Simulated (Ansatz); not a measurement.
# Cl: the crystal squeezed far

The task here is to estimate one member of a computed series from the others.

Method: DFT PBE, with the methods named in each step, in Ansatz 0.2.0.

## Starting point

The structure is cubic, space group Fm-3m (No. 225). The conventional cell has a = 4.448 Å, b = 4.448 Å, c = 4.448 Å, α = 90.00°, β = 90.00°, γ = 90.00°. Around Cl (site symmetry m-3m) lie 12 Cl at 3.15 Å.

As a file:

```xyz
1
Lattice="0.0000 2.2240 2.2240 2.2240 0.0000 2.2240 2.2240 2.2240 0.0000" Properties=species:S:1:pos:R:3 pbc="T T T"
Cl    0.0000    0.0000    0.0000
```

Whether this phase is the stable one at these pressures isn't tested.

The first run:

The input, input.yaml:

```yaml
crystal:
  lattice:
    - [0.0, 2.2239800906, 2.2239800906]
    - [2.2239800906, 0.0, 2.2239800906]
    - [2.2239800906, 2.2239800906, 0.0]
  atoms:
    - { symbol: Cl, position: [0.0, 0.0, 0.0] }
kpoints:
  mp_grid: { grid: [15, 15, 15] }
scf:
  occupations: { method: fermi_dirac, width: 0.05 }
hamiltonian:
  xc: pbe
  pseudopotentials: { kind: paw }
output:
  forces: true
  stress: true
relax:
  f_tol: 0.005
  max_steps: 40
  cell: {}
```

The run is started by

```
$ ansatz run input.yaml --threads 1 --pin off --max-ram 2048MiB --backend cpu --events-out ev --progress --plain --runs-dir out
```

Among the steps run: Cell relaxed at zero pressure, PAW; Volume scaled by 1, PAW; Volume scaled by 1, PAW (source ansatz); Volume scaled by 0.9, PAW; Volume scaled by 0.8, PAW; Volume scaled by 0.7, PAW; Volume scaled by 0.7, PAW (source ansatz); Volume scaled by 0.6, PAW; Volume scaled by 0.5, PAW; Volume scaled by 0.4, PAW; Volume scaled by 0.4, PAW (cutoff 300 eV).

One table of the session follows, with a row left open; its other results are not shown here.

```
             method  volume over the first  volume (Å³/atom)  pressure (GPa)
                PAW                      1            21.226            0.04
                PAW                    0.9            19.103            4.33
                PAW                    0.8            16.981           12.31
                PAW                    0.7            14.858           27.20
                PAW                    0.6                 ?               ?
                PAW                    0.5            10.613          113.30
                PAW                    0.4             8.490          238.21
PAW (cutoff 300 eV)                    0.4             8.490          238.95
PAW (source ansatz)                      1            21.226            0.04
PAW (source ansatz)                    0.7            14.858           27.24
```

Estimate the missing values for PAW, 0.6.

As computed: volume (Å³/atom): 12.736; pressure (GPa): 55.81. In the column «volume (Å³/atom)» it lies between PAW, 0.5 (10.613) and PAW, 0.7 (14.858).

Caveats from the session: Warnings in the runs' records: cutoff below recommended.
